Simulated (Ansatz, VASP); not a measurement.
**WS2 in VASP and in Ansatz**

The input INCAR:

```
SYSTEM = WS2
PREC = Accurate
ENCUT = 520
EDIFF = 1E-6
ISMEAR = 0
SIGMA = 0.05
LREAL = .FALSE.
LASPH = .TRUE.
NELM = 80
ALGO = Normal
ISIF = 2
LWAVE = .FALSE.
LCHARG = .FALSE.
GGA = PS
IVDW = 12
NBANDS = 35
```

KPOINTS

```
Automatic mesh
0
G
  12 12 4
  0 0 0
```

Contents of POSCAR:

```
WS2
1.0
    3.1574001984      0.0000000000      0.0000000000
   -1.5787000992      2.7343887817      0.0000000000
    0.0000000000      0.0000000000     11.4561891506
W S
2 4
Direct
    0.3333333333      0.6666666667      0.2500000000
    0.6666666667      0.3333333333      0.7500000000
    0.3333333333      0.6666666667      0.6164531912
    0.6666666667      0.3333333333      0.1164531912
    0.3333333333      0.6666666667      0.8835468088
    0.6666666667      0.3333333333      0.3835468088
```

Input for Ansatz:

```yaml
crystal:
  lattice:
    - [3.1574001984, 0.0, 0.0]
    - [-1.5787000992, 2.7343887817, 0.0]
    - [0.0, 0.0, 11.4561891506]
  atoms:
    - { symbol: W, position: [0.3333333333, 0.6666666667, 0.25] }
    - { symbol: W, position: [0.6666666667, 0.3333333333, 0.75] }
    - { symbol: S, position: [0.3333333333, 0.6666666667, 0.6164531912] }
    - { symbol: S, position: [0.6666666667, 0.3333333333, 0.1164531912] }
    - { symbol: S, position: [0.3333333333, 0.6666666667, 0.8835468088] }
    - { symbol: S, position: [0.6666666667, 0.3333333333, 0.3835468088] }
basis:
  ecutwfc: 420
kpoints:
  mp_grid: { grid: [12, 12, 4] }
hamiltonian:
  xc: pbesol
  dispersion: d3bj
scf:
  occupations: { method: gaussian, width: 0.05 }
output:
  forces: true
  stress: true
  eigenvalues: true
  write_density: true
  write_potential: true
  elf: true
  volumetric_format: npy
```

Alike in both runs: task single point; functional PBEsol; dispersion D3(BJ); k mesh 12 × 12 × 4; occupations gaussian, width 0.05 eV; no spin polarisation.

```csv
,VASP,Ansatz
version,VASP 6.6.1,Ansatz 0.2.0
potentials or method,"VASP PAW PBE potentials, release 64 (W_sv, S)","scalar-relativistic, plane waves, PAW"
plane-wave cutoff (eV),520,420
valence electrons in the cell,52,52
```

VASP gave:

| Quantity | Value |
| --- | --- |
| gap on the k mesh at the Fermi level (eV) | 0.57 |
| least direct gap on the mesh (eV) | 1.65 |
| pressure (GPa) | 0.9 |
| largest component of the traceless stress (GPa) | 5.98 |
| rms of the force components (eV/Å) | 0.237 |

Which values does Ansatz return?

gap on the k mesh at the Fermi level (eV): 0.55; least direct gap on the mesh (eV): 1.64; pressure (GPa): 0.7; largest component of the traceless stress (GPa): 5.94; rms of the force components (eV/Å): 0.228.

Atom by atom the forces differ by 0.009 eV/Å (rms over components).

Caveats: the PAW data sets were made with another functional, which shifts forces and pressure a little (VASP); spin-orbit coupling is left out, which moves the levels of the heavy elements. PBEsol gaps usually lie below the measured ones, often by a third to a half. A k mesh can miss the band edges.
